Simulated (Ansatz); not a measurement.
## Br under changes of volume

One of the cells (28.997 Å³/atom); the others are scaled copies at fixed shape and fractional positions:

```
Br
1.0
    -1.42349    1.42349    3.57752
     1.42349   -1.42349    3.57752
     1.42349    1.42349   -3.57752
Br
1
Direct
  0.00000 0.00000 0.00000
```

| Quantity | Value |
| --- | --- |
| Program | Ansatz 0.2.0 |
| Functional | RPBE |
| Dispersion | D3(BJ) |
| Potentials or basis | PseudoDojo standard (PBE files) |
| Cutoff | 626 eV |
| Density cutoff | 2503 eV |
| k mesh | 13 × 13 × 13 |
| Occupations | fermi-dirac, width 0.15 eV |
| Spin | spin-orbit coupling, no magnetisation |

```tsv
volume (Å³/atom)	energy over the lowest point (meV/atom)	pressure (GPa)
27.257	0.00	-1.4
27.837	6.90	-2.1
28.417	16.38	-2.8
28.997	28.09	-3.4
29.577	41.76	-3.9
30.157	?	?
30.737	73.92	-4.6
```

What does the run at 30.157 Å³/atom give?

Energy over the lowest point 57.11 meV/atom; pressure -4.3 GPa.

Worked out: A Birch-Murnaghan fit of order 3 (a polynomial in V^(-2/3)) to the other rows has no minimum within the range. It gives 57.11 meV/atom at 30.157 Å³/atom, against the run's 57.11, and -dE/dV = -4.5 GPa, against -4.3.

Energies are extrapolated to zero smearing.

Caveats: the potentials were made for another functional, which shifts forces and pressure; pairwise dispersion overbinds metals, which lowers pressure and volume.
